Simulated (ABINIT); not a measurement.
Ru:

```xyz
2
Lattice="2.7058 0.0000 0.0000 -1.3529 2.3433 0.0000 0.0000 0.0000 4.2819" Properties=species:S:1:pos:R:3 pbc="T T T"
Ru    1.3529    0.7811    3.2114
Ru    0.0000    1.5622    1.0705
```

| Item | Value |
| --- | --- |
| Program | ABINIT 10.8.3 (patched build) |
| Task | relaxation of cell and atoms |
| Functional | PBEsol |
| Potentials or basis | JTH PAW PBE v2.0 |
| Cutoff | 408 eV |
| k mesh | 11 × 11 × 6 |
| Occupations | fermi-dirac, width 0.05 eV |
| Spin | no spin polarisation |

At the start: pressure -5.7 GPa; volume 13.57 Å³/atom.

Q: Where does the relaxation end?

A: Over 3 steps the energy falls by 4.2 meV/atom and the volume is 13.34 Å³/atom (-1.7 %); space group P6_3/mmc (No. 194, to 0.05 Å).

Step by step:
| step | energy change (eV) | largest force (eV/Å) | pressure (GPa) | volume (Å³) |
| --- | --- | --- | --- | --- |
| 1 | 0.0000 | 0.0000 | -5.67 | 27.15 |
| 2 | -0.0083 | 0.0000 | 0.09 | 26.68 |
| 3 | -0.0083 | 0.0000 | 0.00 | 26.69 |

Final structure:
```yaml
crystal:
  lattice:
    - [2.69067, 0.00000, 0.00000]
    - [-1.34534, 2.33019, 0.00000]
    - [0.00000, 0.00000, 4.25654]
  atoms:
    - { symbol: Ru, position: [0.66667, 0.33333, 0.75000] }
    - { symbol: Ru, position: [0.33333, 0.66667, 0.25000] }
```

Caveat: the PAW data sets were made with another functional, which shifts forces and pressure a little.
